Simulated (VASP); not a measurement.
Here is a VASP 6.6.1 calculation.

File INCAR:

```
  ALGO = Normal
  EDIFF = 1E-6
  EDIFFG = -0.01
  ENCUT = 600
  GGA = PS
  IBRION = 2
  ISIF = 3
  ISMEAR = 0
  LASPH = True
  LCHARG = False
  LREAL = False
  LWAVE = False
  NELM = 80
  NSW = 90
  PREC = Accurate
  SIGMA = 0.03
```

KPOINTS

```
k-points
0
Gamma
  10 10 10
```

File POSCAR:

```
ZnS
1.0
    0.0000000000      2.7020000000      2.7020000000
    2.7020000000      0.0000000000      2.7020000000
    2.7020000000      2.7020000000      0.0000000000
Zn S
1 1
Direct
    0.2500000000      0.2500000000      0.2500000000
    0.0000000000      0.0000000000      0.0000000000
```

Potentials or basis: VASP PAW PBE potentials, release 64 (Zn, S).

Command:

```sh
$ cat potpaw_PBE.64/Zn/POTCAR potpaw_PBE.64/S/POTCAR > POTCAR
$ mpirun -np 1 vasp_std > vasp.out
```

**Question.** What does it give for the space group after relaxing (to 0.05 Å)?

**Answer.** F-43m (No. 216).

**Question.** Predict the relaxed volume.

**Answer.** 19.26 Å³/atom.

**Question.** Predict the relaxed cell.

**Answer.** a = 3.791 Å, b = 3.791 Å, c = 3.791 Å, α = 60.00°, β = 60.00°, γ = 60.00°.

Step by step:
```tsv
step	energy change (eV)	largest force (eV/Å)	pressure (GPa)	volume (Å³)
1	0.0000	0.0000	-1.73	39.45
2	-0.0049	0.0000	0.60	38.25
3	-0.0054	0.0000	-0.03	38.51
```

Caveat: the PAW data sets were made with another functional, which shifts forces and pressure a little.
